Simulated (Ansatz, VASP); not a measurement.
# WS2: VASP beside Ansatz, part 2 of 2

Aim: how closely do two programs agree when they are given the same cell, functional and k mesh? The cell is taken from a series of runs on this material, whose earlier steps may have relaxed, scaled, displaced or heated it; both programs get it as it stands.

VASP 6.6.1 and Ansatz 0.2.0.

So far: The structure; VASP: single point, HSE06.

**3. Ansatz: single point, HSE06**

Level of this step: Ansatz beside VASP: Kohn-Sham DFT, plane waves, HSE06 (Ansatz).

Ansatz runs on its PAW soft_1 files.

The same cell, functional and mesh now go to Ansatz, which takes its cutoff from its data sets.

Contents of input.yaml:

```yaml
crystal:
  lattice:
    - [3.1149875803, 0.0, 0.0]
    - [-1.5574937902, 2.697658377, 0.0]
    - [0.0, 0.0, 11.7767699793]
  atoms:
    - { symbol: W, position: [0.3333333333, 0.6666666667, 0.25] }
    - { symbol: S, position: [0.6666666667, 0.3333333333, 0.3835053407] }
    - { symbol: S, position: [0.6666666667, 0.3333333333, 0.1164946593] }
    - { symbol: W, position: [0.6666666667, 0.3333333333, 0.75] }
    - { symbol: S, position: [0.3333333333, 0.6666666667, 0.8835053407] }
    - { symbol: S, position: [0.3333333333, 0.6666666667, 0.6164946593] }
kpoints:
  mp_grid: { grid: [6, 6, 2] }
  band_path:
    path:
      - [0.0, 0.0, 0.0]
      - [0.5, 0.0, 0.0]
      - [0.33333333, 0.33333333, 0.0]
      - [0.0, 0.0, 0.5]
      - [0.5, 0.0, 0.5]
      - [0.33333333, 0.33333333, 0.5]
      - [0.1666666667, 0.1666666667, 0.0]
    npoints: 1
hamiltonian:
  xc: hse06
  pseudopotentials: { kind: paw, azcp: { folder: soft_1 } }
scf:
  occupations: { method: fixed }
  n_extra_bands: 6
output:
  eigenvalues: true
```

Command:

```sh
ansatz run input.yaml --threads 2 --pin off --max-ram 92160MiB --backend cuda --events-out ev --progress --plain --runs-dir out --devices 1 --max-vram 13GiB
```

Numbers of over 12 decimals in the logs are rounded to 6 here.

The program printed:

```text
scf.n_extra_bands = 6 over 26 filled bands (N_el = 52.0): the run solves 32 bands
GPUs: using 1 of 1 available (devices: 1).
Engine: ansatz 0.2.0, x86_64-unknown-linux-gnu
Pseudopotentials: kind: paw
Pseudopotential: W, paw, valence charge 14, recommended cutoff 420 eV (normal), soft_1/W.paw.azcp
Pseudopotential: S, paw, valence charge 6, recommended cutoff 420 eV (normal), soft_1/S.paw.azcp
Functional definition: HSE06
  parameter a = 0.25
  parameter omega = 0.11/bohr
  exchange = pbe_x - a*pbe_x_sr(omega) + a*exact_x_sr(omega)
  correlation = pbe_c
davidson cushion auto → on  (no smearing: the cushion is to keep the highest requested band from converging to the state above it; pin scf.eigensolver.cushion to override)
device memory: the entry about to start is reckoned to put 1.0 GiB on a device that reports 28.3 GiB free (of which the cap on the GPU budget leaves the run 13.0 GiB)
GPU FFT provider: cuFFT
GPU libraries: cuBLAS 13.8.2, cuFFT 12.4.0, cuSOLVER 12.3.4
Crystal: 6 atoms, lattice volume = 98.962 Å³
Basis set: ecut = 420 eV, 1923 PW (Γ)
Bands: 32, of which v1, the nominal top of the filled ones, is band 26 counted from 1 (25 counted from 0)
Symmetry: 24 space group operations
Space group: P63/mmc (ITA 194), of the structure as read, at distance tolerance 4.6e-5 Å
k-points: 14 of 72
Non-local potential: W, projectors of the file, l = 0: 3, l = 1: 2, l = 2: 2, l = 3: 1
Non-local potential: S, projectors of the file, l = 0: 2, l = 1: 2, l = 2: 1
PAW form: soft (Blöchl's): semilocal exchange-correlation on the pseudo side does not see the compensation charge
PAW frozen core: W, regenerated for the run's functional, and the local potential with it (the file was generated under x = pbe(κ = 0.804, μ = 0.219515), c = pbe(β = 0.066725))
PAW frozen core: S, regenerated for the run's functional, and the local potential with it (the file was generated under x = pbe(κ = 0.804, μ = 0.219515), c = pbe(β = 0.066725))
PAW one-centre angular grid: W, 590 points (default); XC on 64 Gauss nodes
PAW one-centre angular grid: S, 110 points (default); XC on 64 Gauss nodes
Initial density: superposition of atomic densities (chi_scale 0.1, normalization cell, long waves kept (reshape's long-wave potential 0.02 eV rms))
Initial wavefunctions: pseudopotential atomic-orbital guess
GPU buffer pool allocated for 46080 grid points (all kernels)
GPU transforms: local potential and band sums: pruned to the plane-wave sphere, on 24×24×80
Functional: x = pbe(κ = 0.804, μ = 0.219515), c = pbe(β = 0.066725), warm-up for x = pbe(κ = 0.804, μ = 0.219515) + 0.25 (exact − pbe) at short range (hse, ω = 0.207870 Å⁻¹), c = pbe(β = 0.066725); HSE06 as pw.x's `hse` composes it (authors' and Libxc's form: `xc: wpbeh`)
SCF iter   1: F=—  HF=-24385.477567 eV  |F-HF|=—  |Δ(HF+E_count)|=         —  Δρ=4.41e-2  dr2=3.09e0  ethr=1.00e-1  ⟨swp⟩=3.9  Hψ=1372  notcnv=0
preconditioner: auto → none  [insulator: Δε(μ)=0.637 eV  Ē_g=8.816 eV  n_scr=26 (ndim 8)  ℏωp=22.4 eV  f_vac=0.000]
SCF iter   2: F=—  HF=-24385.026031 eV  |F-HF|=—  |Δ(HF+E_count)|=   4.52e-1  Δρ=2.86e-2  dr2=2.28e0  ethr=5.93e-3  ⟨swp⟩=4.0  Hψ=1301  notcnv=0
SCF iter   3: F=—  HF=-24384.845817 eV  |F-HF|=—  |Δ(HF+E_count)|=   1.80e-1  Δρ=2.07e-2  dr2=1.20e0  ethr=4.38e-3  ⟨swp⟩=3.5  Hψ=1178  notcnv=0
SCF iter   4: F=—  HF=-24384.682029 eV  |F-HF|=—  |Δ(HF+E_count)|=   1.64e-1  Δρ=9.59e-3  dr2=1.83e-1  ethr=2.30e-3  ⟨swp⟩=2.0  Hψ=994  notcnv=0
iter 5 solved again at ethr=1.15e-5 eV; its pass at ethr=3.52e-4 eV (dr2=5.99e-3 eV) is discarded
SCF iter   5: F=—  HF=-24384.656901 eV  |F-HF|=—  |Δ(HF+E_count)|=   2.51e-2  Δρ=2.14e-3  dr2=5.87e-3  ethr=1.15e-5  ⟨swp⟩=3.2  Hψ=2167  notcnv=0
SCF iter   6: F=—  HF=-24384.656167 eV  |F-HF|=—  |Δ(HF+E_count)|=   7.35e-4  Δρ=3.60e-4  dr2=1.44e-4  ethr=1.13e-5  ⟨swp⟩=2.6  Hψ=1009  notcnv=0
SCF iter   7: F=-24384.656179 eV  HF=-24384.656181 eV  |F-HF|=2.82e-6  |Δ(HF+E_count)|=   1.48e-5  Δρ=6.87e-5  dr2=4.74e-6  ethr=2.78e-7  ⟨swp⟩=4.0  Hψ=1313  notcnv=0
SCF 1 stopped early in 7 iterations: F = -24384.656179 eV  dr2 = 4.74e-6
  greatest PAW one-centre occupation: 0.999 electrons in one spin orbital (limit 2), on the W atom at site 0 (counted from 0), in its partial waves of l = 0
device memory: the entry about to start is reckoned to put 1.6 GiB (of the 1.7 GiB reckoned in all, the device holds 0.1 GiB already) on a device that reports 28.1 GiB free (of which the cap on the GPU budget leaves the run 12.9 GiB)
GPU FFT provider: cuFFT
GPU libraries: cuBLAS 13.8.2, cuFFT 12.4.0, cuSOLVER 12.3.4
Initial density: handed on by an earlier stage of this run
Initial wavefunctions: those handed on with the density
GPU buffer pool allocated for 46080 grid points (all kernels)
GPU transforms: local potential and band sums: pruned to the plane-wave sphere, on 24×24×80
Functional: x = pbe(κ = 0.804, μ = 0.219515) + 0.25 (exact − pbe) at short range (hse, ω = 0.207870 Å⁻¹), c = pbe(β = 0.066725); HSE06 as pw.x's `hse` composes it (authors' and Libxc's form: `xc: wpbeh`)
Exchange kernel: α = 0.2500, screened, ω = 0.2079 Å⁻¹, Wigner–Seitz truncation, v(0) = 1043.8546 eV·Å³, q-mesh 6×6×2, nearest image of the exchange supercell L = 18.69 Å, pair-density grid 15×15×50, without the augmentation charges, whose exchange is taken in its separable form by FFT convolution over the k-point mesh (sized by the pseudopotential files, 20×20×80 at the most), smooth part of the exact exchange by density-matrix convolution in up to 2.80 GiB of GPU memory as planned if the GPU has room (build and FFT work areas not counted)
Frozen-core exchange: fock
SCF iter   1: F=—  HF=-24388.725337 eV  |F-HF|=—  |Δ(HF+E_count)|=         —  Δρ=6.91e-3  dr2=7.73e-2  ethr=9.12e-8  ⟨swp⟩=7.6  Hψ=2693  notcnv=0
preconditioner: auto → none  [insulator: Δε(μ)=1.159 eV  Ē_g=10.126 eV  n_scr=26 (ndim 8)  ℏωp=22.4 eV  f_vac=0.004]
SCF iter   2: F=—  HF=-24388.704155 eV  |F-HF|=—  |Δ(HF+E_count)|=   2.12e-2  Δρ=1.32e-3  dr2=2.84e-3  ethr=9.12e-8  ⟨swp⟩=6.2  Hψ=2253  notcnv=0
SCF iter   3: F=—  HF=-24388.716553 eV  |F-HF|=—  |Δ(HF+E_count)|=   1.24e-2  Δρ=8.99e-4  dr2=8.17e-4  ethr=9.12e-8  ⟨swp⟩=5.1  Hψ=1990  notcnv=0
SCF iter   4: F=—  HF=-24388.716307 eV  |F-HF|=—  |Δ(HF+E_count)|=   2.46e-4  Δρ=1.24e-4  dr2=4.48e-5  ethr=9.12e-8  ⟨swp⟩=4.0  Hψ=1577  notcnv=0
SCF iter   5: F=-24388.716730 eV  HF=-24388.716738 eV  |F-HF|=7.68e-6  |Δ(HF+E_count)|=   4.31e-4  Δρ=1.46e-4  dr2=1.40e-5  ethr=1.25e-8  ⟨swp⟩=4.1  Hψ=1753  notcnv=0
SCF 2 stopped early in 5 iterations: F = -24388.716730 eV  dr2 = 1.40e-5
  greatest PAW one-centre occupation: 1.000 electrons in one spin orbital (limit 2), on the W atom at site 3 (counted from 0), in its partial waves of l = 0
hybrid outer 1: dexx = +1.609e-2 eV, tail = 6.04e-5 eV
GPU FFT provider: cuFFT
GPU libraries: cuBLAS 13.8.2, cuFFT 12.4.0, cuSOLVER 12.3.4
GPU buffer pool allocated for 46080 grid points (all kernels)
GPU transforms: local potential and band sums: pruned to the plane-wave sphere, on 24×24×80
Exchange kernel: α = 0.2500, screened, ω = 0.2079 Å⁻¹, Wigner–Seitz truncation, v(0) = 1043.8546 eV·Å³, q-mesh 6×6×2, nearest image of the exchange supercell L = 18.69 Å, pair-density grid 15×15×50, without the augmentation charges, whose exchange is taken in its separable form by FFT convolution over the k-point mesh (sized by the pseudopotential files, 20×20×80 at the most), smooth part of the exact exchange by density-matrix convolution in up to 2.80 GiB of GPU memory as planned if the GPU has room (build and FFT work areas not counted)
Frozen-core exchange: fock
SCF iter   1: F=—  HF=-24388.716845 eV  |F-HF|=—  |Δ(HF+E_count)|=         —  Δρ=6.08e-5  dr2=1.87e-6  ethr=5.81e-7  ⟨swp⟩=3.0  Hψ=1024  notcnv=0
preconditioner: auto → none  [insulator: Δε(μ)=1.201 eV  Ē_g=10.075 eV  n_scr=26 (ndim 8)  ℏωp=22.4 eV  f_vac=0.004]
SCF iter   2: F=—  HF=-24388.716845 eV  |F-HF|=—  |Δ(HF+E_count)|=   4.89e-7  Δρ=2.79e-5  dr2=5.74e-7  ethr=3.30e-9  ⟨swp⟩=3.5  Hψ=1317  notcnv=0
iter 3 solved again at ethr=4.11e-11 eV; its pass at ethr=8.02e-10 eV (dr2=2.14e-8 eV) is discarded
SCF iter   3: F=—  HF=-24388.716845 eV  |F-HF|=—  |Δ(HF+E_count)|=   1.43e-7  Δρ=5.25e-6  dr2=1.77e-7  ethr=4.11e-11  ⟨swp⟩=2.5  Hψ=2241  notcnv=0
SCF iter   4: F=-24388.716846 eV  HF=-24388.716846 eV  |F-HF|=2.71e-8  |Δ(HF+E_count)|=   9.21e-7  Δρ=5.19e-6  dr2=4.29e-8  ethr=4.11e-11  ⟨swp⟩=4.8  Hψ=1704  notcnv=0
SCF 3 converged in 4 iterations: F = -24388.716846 eV  dr2 = 4.29e-8
hybrid outer 2: dexx = +1.414e-6 eV, tail = 1.01e-7 eV, Δε = 1.56e-3 eV (about 8.77e-5 eV left of the loop's levels)
device memory: the entry about to start is reckoned to put 0.6 GiB on a device that reports 28.2 GiB free (of which the cap on the GPU budget leaves the run 13.0 GiB)
NSCF: frozen V_eff on 7 k-points
hybrid SCF converged: 2 outer / 9 inner (+7 warm-up), last move |dexx| = 1.41e-6 eV, tail = 1.01e-7 eV
Stability not checked: this state was not tested for a lower state beside it, because the functional holds exact exchange (a hybrid, or Hartree-Fock), whose exchange loop this test does not read (fock_operator; see scf.lower_state_search)
Free energy (F): -24388.716846 eV
Frozen-core exchange: fock
Harris-Foulkes:  -24388.716846 eV  (|F-HF|=2.71e-8)
Internal energy: -24388.716846 eV  (E = F + TS)
E sigma→0 (E₀):  -24388.716846 eV
Fermi energy:    12.783999 eV
--- Per-component energies (eV) ---
  E_band       = -401.440933
  E_kinetic    = 1271.138589
  E_local      = -3010.604292  (includes V_loc(G=0)·N_el)
  E_nonlocal   = 90.350960
  E_hartree    = 1246.236152
  E_xc         = -714.887267
  E_vxc        = -637.521795  (∫ρ·V_xc dr)
  E_exx        = -127.227026  (= α·E_x^exact, valence–valence)
  E_paw        = -19643.635096  (= ΣΔE_a)
  E_vpaw       = -352.830628  (= ΣTr[D̂ρ^β])
  E_aug_tail   = 0.000304  (compensation charges beyond the density's cutoff)
  E_ewald      = -3493.869098
  E_core_change = -6.220072  (= ΣΔE_core)
  E_smearing   = -0.000000  (= −TS)
  E_closure    = -0.000000  (closes the sum)
  Σ components = -24388.716846   (vs F -24388.716846, Δ=-3.64e-12)
--- Band table (eV; the first three rows and the last of 14) ---
  k-point 0: bands = [... 22 lower, 10.2327, 11.0743, 11.2069, 12.7840, 15.6008, 15.6008, 15.6940, 15.6940, ... 2 higher]
  k-point 1: bands = [... 22 lower, 10.1740, 10.1740, 12.4105, 12.4105, 15.6480, 15.6480, 15.6480, 15.6480, ... 2 higher]
  k-point 2: bands = [... 22 lower, 9.9411, 11.0362, 11.0810, 11.6338, 14.8277, 15.1786, 15.5640, 15.6165, ... 2 higher]
  k-point 13: bands = [... 22 lower, 8.9168, 8.9168, 11.8793, 11.8793, 14.5356, 14.5356, 15.8103, 15.8103, ... 2 higher]
```

**4. Side by side**

Known differences besides the potentials themselves: exact exchange at q = 0 is treated differently, which shows on coarse meshes; VASP keeps PBE cores, Ansatz makes them for the functional; fixed occupations in Ansatz, narrow Gaussian smearing in VASP; the data sets hold 52 valence electrons in Ansatz (on its PAW soft_1 files) and 36 in VASP; the cutoff is 420 eV in Ansatz and 400 eV in VASP; VASP takes a coarser grid for exact exchange (PRECFOCK = Fast). Total energies have different zeros and are not compared.

Both answers:

```csv
quantity,Ansatz,VASP,difference
gap on the k mesh (eV),1.201,1.244,-0.043
```

A gap on the mesh is an upper bound, since the band edges may lie between its points; neither run holds spin-orbit coupling, which can move the band edges of a compound of W.

**5. What came out**

| Property | Result |
| --- | --- |
| difference in gap on the k mesh (single point, HSE06) | -0.043 eV |

**Reading.** The difference in gap on the k mesh is -0.043 eV (single point, HSE06), within the 0.08 eV picked in this series as the mark of a large difference. The data sets hold unlike numbers of valence electrons (52 in Ansatz and 36 in VASP), so part of the differences comes from the potentials. How closely two codes agree says nothing of how well the functional describes the real material.

[Lines on the potential files, build, host, timing and source positions are cut from VASP's logs without a mark.]

[Logs are printed without paths, hosts, clocks, repeated set-up lines and the standing remarks that a program may print on its own settings, such as how far it seeks lower states.]

[Hosts, paths, dates, database ids (printed as entryN), source tags and the programs' standing remarks are cut or masked in the printed files.]
